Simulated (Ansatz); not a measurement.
AlN, space group P6_3/mmc: an equation of state with a fit, run with Ansatz's Python interface.

Script `aln.py`:
```python
# -*- coding: utf-8 -*-
import ansatz as az
import numpy as np
from scipy.optimize import curve_fit

VECTORS = np.array([
    [3.312116, 0.0, 0.0],
    [-1.656058, 2.868376, 0.0],
    [0.0, 0.0, 4.187563],
])
SITES = [
    ('Al', (1 / 3, 2 / 3, 0.75)),
    ('Al', (2 / 3, 1 / 3, 0.25)),
    ('N', (1 / 3, 2 / 3, 0.25)),
    ('N', (2 / 3, 1 / 3, 0.75)),
]


def on_lattice(cell):
    crystal = az.Crystal(lattice=az.Lattice.of(cell))
    for symbol, position in SITES:
        crystal = crystal.atom(symbol, position)
    return crystal

def vinet(v, e0, v0, b0, b1):
    eta = (v / v0) ** (1 / 3)
    return e0 + 2 * b0 * v0 / (b1 - 1) ** 2 * (2 - (5 + 3 * b1 * (eta - 1) - 3 * eta) * np.exp(-1.5 * (b1 - 1) * (eta - 1)))

volumes, energies = [], []
for scale in np.linspace(0.9, 1.1, 9):
    cell = VECTORS * scale ** (1 / 3)
    calculation = (
        on_lattice(cell).calculation()
        .functional('PBEsol', dispersion='d3bj')
        .occupations(az.OccupationsMethod.GAUSSIAN)
        .scf(tolerance=1e-10)
        .basis(500)
        .kpoints(12, 12, 6)
    )
    report = calculation.run().report
    volumes.append(abs(np.linalg.det(cell)) / len(SITES))
    energies.append(report['free_energy_ev'] / len(SITES))
    print(f'V = {volumes[-1]:8.4f} A^3/atom  F = {energies[-1]:.5f} eV/atom')

guess = (min(energies), volumes[int(np.argmin(energies))], 0.5, 4.5)
(e0, v0, b0, b1), _ = curve_fit(vinet, np.array(volumes), np.array(energies), p0=guess, maxfev=20000)
print(f'Vinet fit: V0 = {v0:.4f} A^3/atom, B0 = {160.21766 * b0:.1f} GPa, B1 = {b1:.2f}')
print('largest residual', round(1000 * float(np.abs(vinet(np.array(volumes), e0, v0, b0, b1) - energies).max()), 3), 'meV/atom')
```

From its runs, with one value withheld:

| V (Å³/atom) | F less the lowest row shown (meV/atom) |
| --- | --- |
| 8.951 | ? |
| 9.200 | 11.95 |
| 9.449 | 1.14 |
| 9.697 | 0.00 |
| 9.946 | 7.43 |
| 10.195 | 22.38 |
| 10.443 | 43.97 |
| 10.692 | 71.41 |
| 10.940 | 103.99 |

What is the missing energy at 8.951 Å³ an atom?

A third-order Birch-Murnaghan fit, E = E0 + (9 V0 B0 / 16) [(t - 1)³ B' + (t - 1)² (6 - 4t)] with t = (V0/V)^(2/3), through the 8 rows shown gives V0 = 9.602 Å³, B0 = 222.9 GPa, B' = 3.92 and E0 = -0.63 meV. At V = 8.951 Å³, t = 1.04793, and the fit extrapolates to 33.82 meV. The run gave 33.82 meV, a miss of 0.00 meV.

Reading the output:
- Shape and fractional positions are held along the curve, so the bulk modulus is an upper value where they are free to relax.
- The structure comes from a database of computed cells and needn't be a stable or known phase.
- It ran for 32 s on 1 thread of Arm Neoverse N1, on a shared host, peak memory 0.41 GiB.
